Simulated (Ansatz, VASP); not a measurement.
**One calculation of NaI, two programs**

```
I Na
1.0
     0.00000    3.23640    3.23640
     3.23640    0.00000    3.23640
     3.23640    3.23640    0.00000
I Na
1 1
Direct
  0.50000 0.50000 0.50000
  0.00000 0.00000 0.00000
```

Alike in both runs: task band structure; functional LDA; k mesh 7 × 7 × 7; occupations fermi-dirac, width 0.05 eV; no spin polarisation.

|  | VASP | Ansatz |
| --- | --- | --- |
| version | VASP 6.6.1 | Ansatz 0.2.0 |
| potentials or method | VASP PAW LDA potentials, release 64 (I, Na_pv) | Ansatz PAW |
| plane-wave cutoff (eV) | 520 | 420 |
| valence electrons in the cell | 14 | 26 |

```tsv
	VASP	Ansatz	Ansatz less VASP
gap on the k mesh at the Fermi level (eV)	3.35	3.33	-0.012
least direct gap on the mesh (eV)	3.35	3.33	-0.012
gap along the band path (eV)	3.35	3.33	-0.012
pressure (GPa)	-1.6	-1.6	-0.02
```

The two sets of potentials don't hold the same shells in valence.

Caveats: spin-orbit coupling is left out, which moves the levels of the heavy elements; the PAW data sets come from PBE, with cores solved anew for the run's functional, which leaves a small shift of forces and pressure (Ansatz).
